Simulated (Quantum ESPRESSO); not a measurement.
Input of a Quantum ESPRESSO 7.5 run:

The input pw.in:

```
&CONTROL
  calculation = 'vc-relax'
  prefix = 'pwscf'
  outdir = './tmp'
  pseudo_dir = './pseudo'
  tprnfor = .true.
  tstress = .true.
  disk_io = 'low'
  nstep = 40
  forc_conv_thr = 0.0004
  etot_conv_thr = 1d-05
/
&SYSTEM
  ibrav = 0
  nat = 2
  ntyp = 2
  ecutwfc = 63
  ecutrho = 506
  nbnd = 9
  occupations = 'smearing'
  smearing = 'fd'
  degauss = 0.00367493
/
&ELECTRONS
  conv_thr = 4d-10
  electron_maxstep = 120
  mixing_beta = 0.5
/
&IONS
  ion_dynamics = 'bfgs'
/
&CELL
  cell_dynamics = 'bfgs'
  press = 20
  press_conv_thr = 0.3
/
ATOMIC_SPECIES
As    74.9216 As.pbe-n-rrkjus_psl.0.2.UPF
B     10.8100 b_pbe_v1.4.uspp.F.UPF
CELL_PARAMETERS angstrom
   0.0000000000    2.3885000000    2.3885000000
   2.3885000000    0.0000000000    2.3885000000
   2.3885000000    2.3885000000    0.0000000000
ATOMIC_POSITIONS crystal
As     0.7500000000    0.7500000000    0.7500000000
B      0.0000000000    0.0000000000    0.0000000000
K_POINTS automatic
10 10 10 0 0 0
```

Potentials or basis: SSSP 1.3 efficiency PBE.

The run is started by

```console
$ OMP_NUM_THREADS=1 pw.x -in pw.in > pw.out
```

Problem. Estimate the relaxed volume.

Solution. 13.76 Å³/atom.

Problem. Estimate the relaxed cell.

Solution. a = 3.389 Å, b = 3.389 Å, c = 3.389 Å, α = 60.00°, β = 60.00°, γ = 60.00°.

Problem. What does it give for the space group after relaxing (to 0.05 Å)?

Solution. F-43m (No. 216).

The path:
```
step  energy change (eV)  largest force (eV/Å)  pressure (GPa)  volume (Å³)
   1              0.0000                0.0000            3.44        27.25
   2             -0.0036                0.0000            2.38        27.45
   3             -0.0047                0.0000            2.01        27.53
```

PBE usually gives volumes a little too large and moduli too small. Zero-point motion and thermal expansion aren't in these numbers.
